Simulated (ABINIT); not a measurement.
## BAs (F-43m): G0W0 with and without spin-orbit coupling

Is the spin-orbit change of the gap of BAs (F-43m) the same in DFT and in GW?

Program: ABINIT 10.8.3. Level of theory: PBE and many-body steps on it, plane waves. Results are calculated unless marked as measured.

**The experiments to reproduce.**

- Gap 2.02 eV: indirect gap from square root of absorption coefficient, average of three samples; transmission and reflection spectroscopy; 300 K; bulk crystal (CVT-grown platelets about 10 um thick) (“Optical properties of cubic boron arsenide”, 2019, arxiv:1911.04914).

- Gap 4.12 eV: direct gap from square of absorption coefficient, average of two samples; spectroscopic ellipsometry; 300 K; bulk crystal (CVT-grown opaque bulk crystals) (“Optical properties of cubic boron arsenide”, 2019, arxiv:1911.04914).

- Gap 1.82 eV: indirect optical gap from absorption edge; UV-visible absorption; 300 K; bulk crystal (single crystal grown by chemical vapor transport) (“Basic Physical Properties of Cubic Boron Arsenide”, 2019, arxiv:1911.11281).

Most raw output is cut from this account.

### 1. Starting point

It takes space group F-43m (No. 216, cubic). The conventional cell has a = 4.777 Å, b = 4.777 Å, c = 4.777 Å, α = 90.00°, β = 90.00°, γ = 90.00°. B has 4 As at 2.07 Å nearest. Nearest to As lie 4 B at 2.07 Å. Farther neighbours are not listed.

As a file:

```cif
data_structure
_symmetry_space_group_name_H-M 'P 1'
_symmetry_Int_Tables_number 1
_cell_length_a 3.3778
_cell_length_b 3.3778
_cell_length_c 3.3778
_cell_angle_alpha 60.000
_cell_angle_beta 60.000
_cell_angle_gamma 60.000
_cell_volume 27.25
loop_
_atom_site_label
_atom_site_type_symbol
_atom_site_fract_x
_atom_site_fract_y
_atom_site_fract_z
_atom_site_occupancy
B1 B 0.00000 0.00000 0.00000 1
As2 As 0.25000 0.25000 0.25000 1
```

The cell and positions come from the Crystallography Open Database and are kept as given unless a step says otherwise.

### 2. Empty states on the mesh, 6×6×6 mesh, 73 bands

This step: ABINIT 10.8.3; DFT, PBE, plane waves, norm-conserving pseudopotentials.

The sums over transitions need many empty states on a uniform mesh; this step solves for them.

run.abi reads:

```
acell 3*1.0 Angstrom
rprim 
  -0.000000000000 2.388500000000 2.388500000000
  2.388500000000 -0.000000000000 2.388500000000
  2.388500000000 2.388500000000 -0.000000000000
ntypat 2
znucl 5 33
natom 2
typat 1 2
xred 
  0.000000000000 0.000000000000 0.000000000000
  0.250000000000 0.250000000000 0.250000000000
pp_dirpath "pseudos"
pseudos "B.upf, As.upf"
ecut 44
ngkpt 6 6 6
nshiftk 1
shiftk 0 0 0
kptopt 1
chksymbreak 0
irdden 1
istwfk *1
nband 73
prtvol 0
optdriver 6
gwr_task "HDIAGO"
paral_kgb 0
occopt 1
indata_prefix "in"
outdata_prefix "out"
tmpdata_prefix "tmp"
```

On the command line:

```
$ OMP_NUM_THREADS=1 mpirun -n 4 abinit run.abi > log
```

It took 85 s on 4 MPI ranks of Arm Neoverse N1, shared host; peak memory 1.7 GiB.

Numbers from this step:

* gap: 1.293 eV
* k of the valence top: 0, 0, 0
* k of the conduction bottom: 0.3333, 0.3333, 0
* least direct gap: 3.289 eV
* k points computed: 16
* lowest point of the top converged band, above the valence top: 67.7825 eV

On this mesh the gap is 1.293 eV.

The density comes from a self-consistent run that is not shown.

### 3. Screening, 6×6×6 mesh, 65 bands, screening to 149.7 eV

The RPA dielectric matrix is built and inverted for each q.

This step: RPA screening on PBE, plane waves, norm-conserving pseudopotentials.

Changes to run.abi since step 2:

```diff
@@ -20,10 +20,11 @@
 chksymbreak 0
-irdden 1
 istwfk *1
-nband 73
-prtvol 0
-optdriver 6
-gwr_task "HDIAGO"
-paral_kgb 0
 occopt 1
+irdwfk 1
+optdriver 3
+nband 65
+ecuteps 5.5
+inclvkb 0
+awtr 1
+symchi 1
 indata_prefix "in"
```

Wall time 1.9 min (4 MPI ranks); peak memory 0.77 GiB.

This step gave:

```
ε∞ with local fields, on this mesh, along the program's q direction : 12.70
the same without local fields                                       : 13.93
plasma frequency                                                    : 36.27 eV
plane waves in the screening matrix                                 : 113
```

Local fields lower ε∞ by 9 %.

### 4. Scalar-relativistic

The self-energy is evaluated for the states that the input lists, and the levels follow from it, in one-shot runs by the linearised quasiparticle equation.

This step: G0W0 on PBE, plane waves, norm-conserving pseudopotentials.

Changes to run.abi since step 3:

```diff
@@ -23,8 +23,17 @@
 irdwfk 1
-optdriver 3
+optdriver 4
 nband 65
+gwcalctyp 0
+ecutsigx 44
+symsigma 1
+nkptgw 2
+kptgw 
+  0.0000000000 0.0000000000 0.0000000000
+  0.3333333333 0.3333333333 0.0000000000
+bdgw 
+  11 16
+  12 15
 ecuteps 5.5
-inclvkb 0
-awtr 1
-symchi 1
+irdscr 1
+ppmodel 1
 indata_prefix "in"
```

Run time: 12 s. Hardware: 4 MPI ranks; peak memory 0.67 GiB; 48 s of CPU time.

Numbers from this step:

```
G0W0 gap on the points computed              : 1.803 eV
starting gap on the mesh                     : 1.293 eV
k of the valence top                         : 0, 0, 0
k of the conduction bottom                   : 0.3333, 0.3333, 0
Z at the valence top                         : 0.81
Z at the conduction bottom                   : 0.819
least direct G0W0 gap on the computed points : 4.083 eV
```

The gap on the mesh goes from 1.29 eV to 1.80 eV, a correction of +0.51 eV.

### 5. Empty states on the mesh, 6×6×6 mesh, 142 bands

This step: DFT, PBE with spin-orbit coupling, plane waves, norm-conserving pseudopotentials.

Changes to run.abi since step 4:

```diff
@@ -15,2 +15,3 @@
 ecut 44
+nspinor 2
 ngkpt 6 6 6
@@ -20,20 +21,10 @@
 chksymbreak 0
+iscf -2
+irdden 1
 istwfk *1
-occopt 1
-irdwfk 1
-optdriver 4
-nband 65
-gwcalctyp 0
-ecutsigx 44
-symsigma 1
-nkptgw 2
-kptgw 
-  0.0000000000 0.0000000000 0.0000000000
-  0.3333333333 0.3333333333 0.0000000000
-bdgw 
-  11 16
-  12 15
-ecuteps 5.5
-irdscr 1
-ppmodel 1
+nband 142
+nbdbuf 12
+tolwfr 1e-09
+nstep 60
+prtvol 0
 indata_prefix "in"
```

The job ended after 2.9 min (4 MPI ranks; peak memory 0.47 GiB; 11 min of CPU time).

This step gave:

* gap: 1.226 eV
* k of the valence top: 0, 0, 0
* k of the conduction bottom: 0.3333, 0.3333, 0
* least direct gap: 3.082 eV
* k points computed: 16
* lowest point of the top converged band, above the valence top: 67.7482 eV

On this mesh the gap is 1.226 eV.

The density comes from a self-consistent run that is not shown, made with spin-orbit coupling and fully relativistic files.

### 6. Screening, 6×6×6 mesh, 130 bands, screening to 149.7 eV

This step: RPA screening on PBE with spin-orbit coupling, plane waves, norm-conserving pseudopotentials.

Changes to run.abi since step 5:

```diff
@@ -21,10 +21,11 @@
 chksymbreak 0
-iscf -2
-irdden 1
 istwfk *1
-nband 142
-nbdbuf 12
-tolwfr 1e-09
-nstep 60
-prtvol 0
+occopt 1
+irdwfk 1
+optdriver 3
+nband 130
+ecuteps 5.5
+inclvkb 0
+awtr 1
+symchi 1
 indata_prefix "in"
```

Elapsed: 20 min, on 4 MPI ranks; peak memory 2.2 GiB; 79 min of CPU time.

This step gave:

```
ε∞ with local fields, on this mesh, along the program's q direction : 12.71
the same without local fields                                       : 13.94
plasma frequency                                                    : 36.27 eV
plane waves in the screening matrix                                 : 113
```

### 7. With spin-orbit coupling

This step: G0W0 on PBE with spin-orbit coupling, plane waves, norm-conserving pseudopotentials.

Changes to run.abi since step 6:

```diff
@@ -24,8 +24,17 @@
 irdwfk 1
-optdriver 3
+optdriver 4
 nband 130
+gwcalctyp 0
+ecutsigx 44
+symsigma 0
+nkptgw 2
+kptgw 
+  0.0000000000 0.0000000000 0.0000000000
+  0.3333333333 0.3333333333 0.0000000000
+bdgw 
+  23 32
+  23 30
 ecuteps 5.5
-inclvkb 0
-awtr 1
-symchi 1
+irdscr 1
+ppmodel 1
 indata_prefix "in"
```

Elapsed: 8.6 min, on 4 MPI ranks; peak memory 1.7 GiB; 35 min of CPU time.

Numbers from this step:

```yaml
g0w0_gap_on_the_points_computed: 1.739 eV
starting_gap_on_the_mesh: 1.226 eV
k_of_the_valence_top: 0, 0, 0
k_of_the_conduction_bottom: 0.3333, 0.3333, 0
z_at_the_valence_top: 0.809
z_at_the_conduction_bottom: 0.819
least_direct_g0w0_gap_on_the_computed_points: 3.899 eV
```

Against G0W0 in ABINIT (6×6×6 mesh, 65 bands, screening to 149.7 eV, Godby-Needs plasmon pole), the gap moves by −0.064 eV.

### 8. Side by side

Times are wall times on 4 MPI ranks of Arm Neoverse N1, shared host, good to a factor of about two. A run's time includes the screening step that it read.

| run | mesh | bands | screening cutoff (eV) | DFT gap (eV) | gap on the mesh (eV) | direct (eV) | ε∞ used | time |
| --- | --- | --- | --- | --- | --- | --- | --- | --- |
| scalar-relativistic | 6×6×6 | 65 | 149.7 | 1.293 | 1.803 | 4.083 | 12.70 | 2.1 min |
| with spin-orbit coupling | 6×6×6 | 130 | 149.7 | 1.226 | 1.739 | 3.899 | 12.71 | 28 min |

### 9. What came out

```
scalar-relativistic      : 1.803 eV
with spin-orbit coupling : 1.739 eV
known limits             : not at the basis limit; screening head approximate; no spin-orbit coupling in some runs
```

**Reading.** With spin-orbit coupling: −0.064 eV against scalar-relativistic, −0.067 eV of it in the start. Against experiment, by with spin-orbit coupling: the gap of 1.74 eV lies −0.28 eV from the measured 2.02 eV (indirect, 300 K, 2019); the direct gap of 3.90 eV lies −0.22 eV from the measured 4.12 eV (direct, 300 K, 2019); the gap of 1.74 eV lies −0.08 eV from the measured 1.82 eV (indirect, 300 K, 2019). An exciton line or allowed optical edge lies below the quasiparticle gap by the binding energy; a forbidden edge can push the onset above it. These are gaps on the mesh, at modest bands and cutoff. The calculation has static nuclei and no excitons; a measured gap holds zero-point and thermal motion, which mostly lowers it. Bands and cutoff are finite, so the gap is not at the basis limit. The miss can reach some tenths of an eV and take either sign; the mesh is an error of its own. In the G0W0 runs levels were corrected at 2 k points alone, so a gap called «on the mesh» is the least over those, and an edge elsewhere would be missed. The long-wavelength limit of the screening leaves out the non-local commutator, which shifts ε∞.

[Paths, hosts, dates, memory and timing lines, banners, echoed tables and standing remarks are left out of the program output.]

[Logs are printed without paths, hosts, clocks, repeated set-up lines and the standing remarks that a program may print on its own settings, such as how far it seeks lower states.]

[Runs of the session that timed out or met a known fault of the program may be left out.]

[Hosts, paths, dates, database ids (printed as entryN), source tags and the programs' standing remarks are cut or masked in the printed files.]

[G0W0 gaps are taken among the corrected bands and points alone; a level outside them can change the order at an edge.]

[Where Ansatz stands beside ABINIT at settings called matched, ABINIT's density can come from a denser mesh and the files from another edition; pairs whose starting gaps differed by over 0.03 eV were left out, so agreement reads better than it is.]
